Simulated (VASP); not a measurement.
# ZnS (P6_3mc) in VASP: notebook

ZnS is run at these levels: r2SCAN; tasks: single point.

Program: VASP 6.6.1. These are calculated values, not measurements. Logs are shortened: lines on timing, memory, paths and dates and some standing lists are left out, and cuts for length are marked.

**The experiment to reproduce.**

From a printed reference work, monograph, for a bulk crystal of ZnS at 4 K: band gap 3.911 eV (direct).

The results are compared with them further down.

## Step 1: The cell of the first run

It takes space group P6_3mc (No. 186, hexagonal). Conventional cell: a = 3.809 Å, b = 3.809 Å, c = 18.688 Å, α = 90.00°, β = 90.00°, γ = 120.00°. Within 3.1 Å of Zn (site symmetry 3m) lie 4 S at 2.33 to 2.34 Å. Zn (site symmetry 3m) has 4 S at 2.33 Å within 3.1 Å. Within 3.1 Å of Zn (site symmetry 3m) lie 4 S at 2.33 Å. Within 3.1 Å of S (site symmetry 3m) lie 4 Zn at 2.33 to 2.34 Å. Within 3.1 Å of S (site symmetry 3m) lie 4 Zn at 2.33 Å. Within 3.1 Å of S (site symmetry 3m) lie 4 Zn at 2.33 Å.

## Step 2: Single point, r2SCAN

Contents of POSCAR:

```
ZnS
1.0
    3.8094952622      0.0000000000      0.0000000000
   -1.9047476311      3.2991196726      0.0000000000
    0.0000000000      0.0000000000     18.6884696635
Zn S
6 6
Direct
    0.0000000000      0.0000000000      0.0000303300
    0.0000000000      0.0000000000      0.5000303300
    0.3333333333      0.6666666667      0.1668077931
    0.6666666667      0.3333333333      0.6668077931
    0.6666666667      0.3333333333      0.3332640908
    0.3333333333      0.6666666667      0.8332640908
    0.0000000000      0.0000000000      0.1251143124
    0.0000000000      0.0000000000      0.6251143124
    0.3333333333      0.6666666667      0.2916509311
    0.6666666667      0.3333333333      0.7916509311
    0.6666666667      0.3333333333      0.4581325425
    0.3333333333      0.6666666667      0.9581325425
```

Contents of INCAR.step1:

```
  ALGO = Normal
  EDIFF = 1E-4
  ENCUT = 520
  GGA = PE
  ISMEAR = 0
  LASPH = True
  LCHARG = False
  LREAL = False
  LWAVE = True
  NBANDS = 66
  NELM = 80
  PREC = Accurate
  SIGMA = 0.02
```

Contents of INCAR.step2:

```
  ALGO = Normal
  EDIFF = 1E-7
  ENCUT = 520
  ISIF = 2
  ISMEAR = 0
  ISTART = 1
  LASPH = True
  LCHARG = False
  LMIXTAU = True
  LREAL = False
  LWAVE = False
  METAGGA = R2SCAN
  NBANDS = 66
  NELM = 80
  PREC = Accurate
  SIGMA = 0.02
```

Contents of KPOINTS:

```
k-points
0
Gamma
  6 6 2
```

Potentials or basis: VASP PAW PBE potentials, release 64 (Zn, S).

Command:

```sh
cat potpaw_PBE.64/Zn/POTCAR potpaw_PBE.64/S/POTCAR > POTCAR
cp INCAR.step1 INCAR
mpirun -np 1 vasp_std > vasp.out
cp INCAR.step2 INCAR
mpirun -np 1 vasp_std > vasp.out
```

OUTCAR:

```text
EDIFF = 1E-7
   ENCUT = 520
   ISIF = 2
   ISMEAR = 0
   ISTART = 1
   LASPH = True
   LREAL = False
   METAGGA = R2SCAN
   NELM = 80
   PREC = Accurate

 ion  position               nearest neighbor table
   1  0.000  0.000  0.000-  12 2.33  12 2.33  12 2.33   7 2.34
   2  0.000  0.000  0.500-  11 2.33  11 2.33  11 2.33   8 2.34
   3  0.333  0.667  0.167-   9 2.33   7 2.33   7 2.33   7 2.33
   4  0.667  0.333  0.667-  10 2.33   8 2.33   8 2.33   8 2.33
   5  0.667  0.333  0.333-   9 2.33   9 2.33   9 2.33  11 2.33
   6  0.333  0.667  0.833-  10 2.33  10 2.33  10 2.33  12 2.33
   7  0.000  0.000  0.125-   3 2.33   3 2.33   3 2.33   1 2.34
   8  0.000  0.000  0.625-   4 2.33   4 2.33   4 2.33   2 2.34
   9  0.333  0.667  0.292-   5 2.33   5 2.33   5 2.33   3 2.33
  10  0.667  0.333  0.792-   6 2.33   6 2.33   6 2.33   4 2.33
  11  0.667  0.333  0.458-   5 2.33   2 2.33   2 2.33   2 2.33
  12  0.333  0.667  0.958-   6 2.33   1 2.33   1 2.33   1 2.33

  LATTYP: Found a hexagonal cell.
 ALAT       =     3.8094952622
 C/A-ratio  =     4.9057600488

  Lattice vectors:

 A1 = (   3.8094952622,   0.0000000000,   0.0000000000)
 A2 = (  -1.9047476311,   3.2991196726,   0.0000000000)
 A3 = (   0.0000000000,   0.0000000000,  18.6884696635)

Analysis of symmetry for initial positions (statically):
=====================================================================
 Subroutine PRICEL returns:
 Original cell was already a primitive cell.

 Routine SETGRP: Setting up the symmetry group for a
 hexagonal supercell.

 Subroutine GETGRP returns: Found 12 space group operations
 (whereof  6 operations were pure point group operations)
 out of a pool of 24 trial point group operations.

The static configuration has the point symmetry C_3v.
 The point group associated with its full space group is C_6v.

Analysis of symmetry for dynamics (positions and initial velocities):
=====================================================================
 Subroutine PRICEL returns:
 Original cell was already a primitive cell.

 Routine SETGRP: Setting up the symmetry group for a
 hexagonal supercell.

 Subroutine GETGRP returns: Found 12 space group operations
 (whereof  6 operations were pure point group operations)
 out of a pool of 24 trial point group operations.

The dynamic configuration has the point symmetry C_3v.
 The point group associated with its full space group is C_6v.

 Subroutine INISYM returns: Found 12 space group operations
 (whereof  6 operations are pure point group operations),
 and found     1 'primitive' translations

----------------------------------------------------------------------------------------

                                     Primitive cell

  volume of cell :     234.8763

  direct lattice vectors                    reciprocal lattice vectors
     3.809495262  0.000000000  0.000000000     0.262501967  0.151555581  0.000000000
    -1.904747631  3.299119673  0.000000000     0.000000000  0.303111163  0.000000000
     0.000000000  0.000000000 18.688469664     0.000000000  0.000000000  0.053508929

  length of vectors
     3.809495262  3.809495262 18.688469664     0.303111163  0.303111163  0.053508929

  position of ions in fractional coordinates (direct lattice)
     0.000000000  0.000000000  0.000030330
     0.000000000  0.000000000  0.500030330
     0.333333333  0.666666667  0.166807793
     0.666666667  0.333333333  0.666807793
     0.666666667  0.333333333  0.333264091
     0.333333333  0.666666667  0.833264091
     0.000000000  0.000000000  0.125114312
     0.000000000  0.000000000  0.625114312
     0.333333333  0.666666667  0.291650931
     0.666666667  0.333333333  0.791650931
     0.666666667  0.333333333  0.458132543
     0.333333333  0.666666667  0.958132543

  ion indices of the primitive-cell ions
   primitive index   ion index
                 1           1
                 2           2
                 3           3
                 4           4
                 5           5
                 6           6
                 7           7
                 8           8
                 9           9
                10          10
                11          11
                12          12

----------------------------------------------------------------------------------------

 KPOINTS: k-points

Automatic generation of k-mesh.
 Grid dimensions read from file:
 generate k-points for:    6    6    2

 Generating k-lattice:

  Cartesian coordinates                     Fractional coordinates (reciprocal lattice)
     0.043750328  0.025259264  0.000000000     0.166666667  0.000000000  0.000000000
     0.000000000  0.050518527  0.000000000     0.000000000  0.166666667  0.000000000
     0.000000000  0.000000000  0.026754465     0.000000000  0.000000000  0.500000000

  Length of vectors
     0.050518527  0.050518527  0.026754465

  Shift w.r.t. Gamma in fractional coordinates (k-lattice)
     0.000000000  0.000000000  0.000000000

 Subroutine IBZKPT returns following result:
 ===========================================

 Found     14 irreducible k-points:

 Following reciprocal coordinates:
            Coordinates               Weight
  0.000000  0.000000  0.000000      1.000000
  0.166667  0.000000  0.000000      6.000000
  0.333333  0.000000  0.000000      6.000000
  0.500000 -0.000000  0.000000      3.000000
  0.166667  0.166667  0.000000      6.000000
  0.333333  0.166667  0.000000     12.000000
  0.333333  0.333333  0.000000      2.000000
  0.000000  0.000000  0.500000      1.000000
  0.166667  0.000000  0.500000      6.000000
  0.333333  0.000000  0.500000      6.000000
  0.500000 -0.000000  0.500000      3.000000
  0.166667  0.166667  0.500000      6.000000
  0.333333  0.166667  0.500000     12.000000
  0.333333  0.333333  0.500000      2.000000
   k-points           NKPTS =     14   k-points in BZ     NKDIM =     14   number of bands    NBANDS=     66
   number of dos      NEDOS =    301   number of ions     NIONS =     12
   total plane-waves  NPLWV = 109760
   dimension x,y,z NGX =    28 NGY =   28 NGZ =  140
   dimension x,y,z NGXF=    56 NGYF=   56 NGZF=  280
   ions per type =               6   6
   NGX,Y,Z   is equivalent  to a cutoff of  12.22, 12.22, 12.45 a.u.
   NGXF,Y,Z  is equivalent  to a cutoff of  24.44, 24.44, 24.91 a.u.
 SYSTEM =  unknown system
   PREC   = accura    normal or accurate (medium, high low for compatibility)
   ISTART =      1    job   : 0-new  1-cont  2-samecut
   ICHARG =      0    charge: 1-file 2-atom 10-const
   ISPIN  =      1    spin polarized calculation?
   LNONCOLLINEAR =      F non collinear calculations
   LSORBIT =      F    spin-orbit coupling
   LASPH  =      T    aspherical Exc in radial PAW
   ENCUT  =  520.0 eV  38.22 Ry    6.18 a.u.   7.08  7.08 34.75*2*pi/ulx,y,z
   NELM   =     80;   NELMIN=  2; NELMDL=  0     # of ELM steps
   EDIFF  = 0.1E-06   stopping-criterion for ELM
   LREAL  =      F    real-space projection
   EDIFFG = 0.1E-05   stopping-criterion for IOM
   NSW    =      0    number of steps for IOM
   IBRION =     -1    ionic relax: 0-MD 1-quasi-New 2-CG
   NFREE  =      0    steps in history (QN), initial steepest desc. (CG)
   ISIF   =      2    stress and relaxation
   ISYM   =      2    0-nonsym 1-usesym 2-fastsym
   POTIM  = 0.5000    time-step for ionic-motion
   TEBEG  =    0.0;   TEEND  =   0.0 temperature during run
   PSTRESS=    0.0 pullay stress
   NELECT =     108.0000    total number of electrons
   NUPDOWN=      -1.0000    fix difference up-down
   EMIN   =  10.00;   EMAX   =-10.00  energy-range for DOS
   EFERMI =   0.00;   METHOD = LEGACY
   ISMEAR =     0;   SIGMA  =   0.02  broadening in eV -4-tet -1-fermi 0-gaus
   EFERMI_NEDOS =   21; number of points for ismear=-14 and -15
   IALGO  =     38    algorithm
   IMIX   =      4    mixing-type and parameters
     AMIX     =   0.40;   BMIX     =  1.00
     AMIX_MAG =   1.60;   BMIX_MAG =  1.00
  volume/ion in A,a.u.               =      19.57       132.09
  Fermi-wavevector in a.u.,A,eV,Ry     =   1.263581  2.387821 21.723556  1.596636
  Thomas-Fermi vector in A             =   2.396930
   LORBIT       =      0    0 simple, 1 ext, 2 COOP (PROOUT), +10 PAW based schemes
   METAGGA = R2SCAN    functional components
   LHFCALC =     F    Hartree Fock is set to
   AEXX    =    0.0000 exact exchange contribution
   IVDW    =     0    specifies the selected vdW correction
   LEPSILON=     F    determine dielectric tensor
   LRPA    =     F    only Hartree local field effects (RPA)
 non-spin polarized calculation
 Gauss-broadening in eV      SIGMA  =   0.02
  energy-cutoff  :      520.00
  volume of cell :      234.88
 maximum number of plane-waves:      6387
   NGX = 15   NGY = 15   NGZ = 69

 number of electron     108.0000003 magnetization

 Free energy of the ion-electron system (eV)
  ---------------------------------------------------
  ext. energy  EPLUGINS =         0.00000000
  ---------------------------------------------------
  free energy    TOTEN  =      -113.18384302 eV

  energy without entropy =     -113.18384302  energy(sigma->0) =     -113.18384302

 E-fermi :   2.0144     XC(G=0): -10.3209

 val. band max:        1.9119198533   @ k =   0.0000   0.0000   0.0000
 cond. band min:       4.6494870980   @ k =   0.0000   0.0000   0.0000
 fundamental gap:      2.7375672447
 Fermi energy:         2.0143818197

 k-point     1 :       0.0000    0.0000    0.0000
  band No.  band energies     occupation
      1     -11.8285      2.00000
      2     -11.6221      2.00000
      3     -11.6137      2.00000
      4     -11.1465      2.00000
      5     -11.1370      2.00000
      6     -10.8673      2.00000
[... 58 lines left out ...]
     65       8.8596      0.00000
     66       8.9850      0.00000

 k-point     2 :       0.1667    0.0000    0.0000
  band No.  band energies     occupation
      1     -11.6401      2.00000
      2     -11.4491      2.00000
      3     -11.4411      2.00000
      4     -11.0158      2.00000
      5     -11.0062      2.00000
      6     -10.7660      2.00000
[... 58 lines left out ...]
     65       8.8219      0.00000
     66       9.1379      0.00000

 k-point     3 :       0.3333    0.0000    0.0000
  band No.  band energies     occupation
      1     -11.1879      2.00000
      2     -11.0488      2.00000
      3     -11.0422      2.00000
      4     -10.7489      2.00000
      5     -10.7395      2.00000
      6     -10.5847      2.00000
[... 748 lines left out ...]
     65       8.7990      0.00000
     66       8.7990      0.00000

 k-point    14 :       0.3333    0.3333    0.5000
  band No.  band energies     occupation
      1     -10.6330      2.00000
      2     -10.6330      2.00000
      3     -10.6251      2.00000
      4     -10.6251      2.00000
      5     -10.6132      2.00000
      6     -10.6132      2.00000
[... 58 lines left out ...]
     65       9.2302      0.00000
     66       9.2302      0.00000

------------------------ aborting loop because EDIFF is reached ----------------------------------------

  FORCE on cell =-STRESS in cart. coord.  units (eV):
  Direction    XX          YY          ZZ          XY          YZ          ZX
  --------------------------------------------------------------------------------------
  -------------------------------------------------------------------------------------
  Total        0.0394536      0.0394536      0.0363133      0.0000000      0.0000000      0.0000000
  in kB        0.2691273      0.2691273      0.2477060      0.0000000      0.0000000      0.0000000
  external PRESSURE =       0.2619869 kB  Pullay stress =       0.0000000 kB

 VOLUME and BASIS-vectors are now :
 -----------------------------------------------------------------------------
  energy-cutoff  :      520.00
  volume of cell :      234.88
      direct lattice vectors                 reciprocal lattice vectors
     3.809495262  0.000000000  0.000000000     0.262501967  0.151555581  0.000000000
    -1.904747631  3.299119673  0.000000000     0.000000000  0.303111163  0.000000000
     0.000000000  0.000000000 18.688469664     0.000000000  0.000000000  0.053508929

 POSITION                                       TOTAL-FORCE (eV/Angst)
 -----------------------------------------------------------------------------------
      0.00000      0.00000      0.00057        -0.000000      0.000000     -0.016479
      0.00000      0.00000      9.34480         0.000000     -0.000000     -0.016479
     -0.00000      2.19941      3.11738         0.000000      0.000000      0.003380
      1.90475      1.09971     12.46162        -0.000000     -0.000000      0.003380
      1.90475      1.09971      6.22820         0.000000     -0.000000      0.000972
     -0.00000      2.19941     15.57243        -0.000000     -0.000000      0.000972
      0.00000      0.00000      2.33820        -0.000000     -0.000000      0.002342
      0.00000      0.00000     11.68243        -0.000000     -0.000000      0.002342
     -0.00000      2.19941      5.45051        -0.000000     -0.000000      0.006447
      1.90475      1.09971     14.79474        -0.000000     -0.000000      0.006447
      1.90475      1.09971      8.56180        -0.000000     -0.000000      0.003339
     -0.00000      2.19941     17.90603        -0.000000     -0.000000      0.003339
 -----------------------------------------------------------------------------------
    total drift:                               -0.000001     -0.000002     -0.071410

  FREE ENERGIE OF THE ION-ELECTRON SYSTEM (eV)
  ---------------------------------------------------
  free  energy   TOTEN  =      -113.1838430203 eV

  energy  without entropy=     -113.1838430203  energy(sigma->0) =     -113.18384302
```

It took 20 min on 1 thread of Intel Xeon Platinum 8175M at 2.50GHz (Skylake/Cascade Lake), shared host; peak memory 0.45 GiB.

Results:

```yaml
Free_energy: -113.1838 eV
Pressure: 0.0 GPa
Largest_force: 0.016 eV/Å
Band_gap_on_the_k_mesh: 2.74 eV
```

Forces on the atoms (eV/Å):
```
Zn   0.000  0.000 -0.016
Zn   0.000  0.000 -0.016
Zn   0.000  0.000  0.003
Zn   0.000  0.000  0.003
Zn   0.000  0.000  0.001
Zn   0.000  0.000  0.001
S    0.000  0.000  0.002
S    0.000  0.000  0.002
S    0.000  0.000  0.006
S    0.000  0.000  0.006
S    0.000  0.000  0.003
S    0.000  0.000  0.003
```

Levels at points of the mesh, in eV from the valence-band top:
| k point | band 51 | band 52 | band 53 | band 54 | band 55 | band 56 | band 57 | band 58 |
| --- | --- | --- | --- | --- | --- | --- | --- | --- |
| (0.00, 0.00, 0.00) | -0.25 | -0.03 | 0.00 | 0.00 | 2.74 | 3.74 | 3.80 | 3.87 |
| (0.50, 0.00, 0.00) | -1.30 | -1.30 | -1.12 | -0.90 | 3.86 | 3.94 | 4.02 | 4.31 |
| (0.00, 0.00, 0.50) | -0.07 | -0.07 | -0.07 | -0.07 | 3.19 | 3.19 | 3.80 | 3.80 |
| (0.50, 0.00, 0.50) | -1.25 | -1.25 | -1.01 | -1.01 | 3.77 | 3.77 | 4.27 | 4.27 |

Caveat: the PAW data sets were made with another functional, which shifts forces and pressure a little.

## Step 3: Single point, r2SCAN

POSCAR is that of step 2.

Contents of INCAR.step1:

```
SYSTEM = ZnS
  ALGO = Normal
  EDIFF = 1E-4
  ENCUT = 520
  GGA = PE
  ISMEAR = 0
  LASPH = .True.
  LCHARG = .False.
  LREAL = .False.
  LWAVE = .True.
  NBANDS = 66
  NELM = 100
  PREC = Accurate
  SIGMA = 0.02
```

Contents of INCAR.step2:

```
SYSTEM = ZnS
  ALGO = Normal
  EDIFF = 1E-6
  ENCUT = 520
  ISIF = 2
  ISMEAR = 0
  ISTART = 1
  LASPH = .True.
  LCHARG = .True.
  LELF = .True.
  LMIXTAU = .True.
  LREAL = .False.
  LVHAR = .True.
  LWAVE = .False.
  METAGGA = R2SCAN
  NBANDS = 66
  NELM = 100
  PREC = Accurate
  SIGMA = 0.02
```

Contents of KPOINTS:

```
k-points
0
Gamma
  6 6 2
  0 0 0
```

Potentials or basis: VASP PAW PBE potentials, release 64 (Zn, S).

Command:

```sh
cat potpaw_PBE.64/Zn/POTCAR potpaw_PBE.64/S/POTCAR > POTCAR
cp INCAR.step1 INCAR
mpirun -np 1 vasp_std > vasp.out
cp INCAR.step2 INCAR
mpirun -np 1 vasp_std > vasp.out
```

Wall time 15 min (1 thread of Intel Xeon Platinum 8175M at 2.50GHz (Skylake/Cascade Lake), shared host); peak memory 0.45 GiB.

It converged, with:

```
Free energy            : -113.1838 eV
Pressure               : 0.0 GPa
Largest force          : 0.016 eV/Å
Band gap on the k mesh : 2.74 eV
```

Forces on the atoms (eV/Å):
```
Zn   0.000  0.000 -0.016
Zn   0.000  0.000 -0.016
Zn   0.000  0.000  0.003
Zn   0.000  0.000  0.003
Zn   0.000  0.000  0.001
Zn   0.000  0.000  0.001
S    0.000  0.000  0.002
S    0.000  0.000  0.002
S    0.000  0.000  0.007
S    0.000  0.000  0.007
S    0.000  0.000  0.003
S    0.000  0.000  0.003
```

Levels at points of the mesh, in eV from the valence-band top:
| k point | band 52 | band 53 | band 54 | band 55 | band 56 | band 57 |
| --- | --- | --- | --- | --- | --- | --- |
| (0.00, 0.00, 0.00) | -0.03 | 0.00 | 0.00 | 2.74 | 3.74 | 3.80 |
| (0.50, 0.00, 0.00) | -1.30 | -1.12 | -0.90 | 3.86 | 3.94 | 4.02 |
| (0.00, 0.00, 0.50) | -0.07 | -0.07 | -0.07 | 3.19 | 3.19 | 3.80 |
| (0.50, 0.00, 0.50) | -1.25 | -1.01 | -1.01 | 3.77 | 3.77 | 4.27 |

Caveat: the PAW data sets were made with another functional, which shifts forces and pressure a little.

## Step 4: How close it comes

Step 2. Against the measured gap of ZnS, 3.911 eV (direct; 4 K; a printed reference work, monograph), the calculated 2.74 eV is off by -1.17 eV. The value is that of r2SCAN on a finite k mesh, which can miss the band edges, without temperature or zero-point motion.

Step 3. A measured gap of ZnS is 3.911 eV (direct; 4 K; a printed reference work, monograph); the calculated 2.74 eV misses it by -1.17 eV. The value is that of r2SCAN on a finite k mesh, which can miss the band edges, without temperature or zero-point motion.
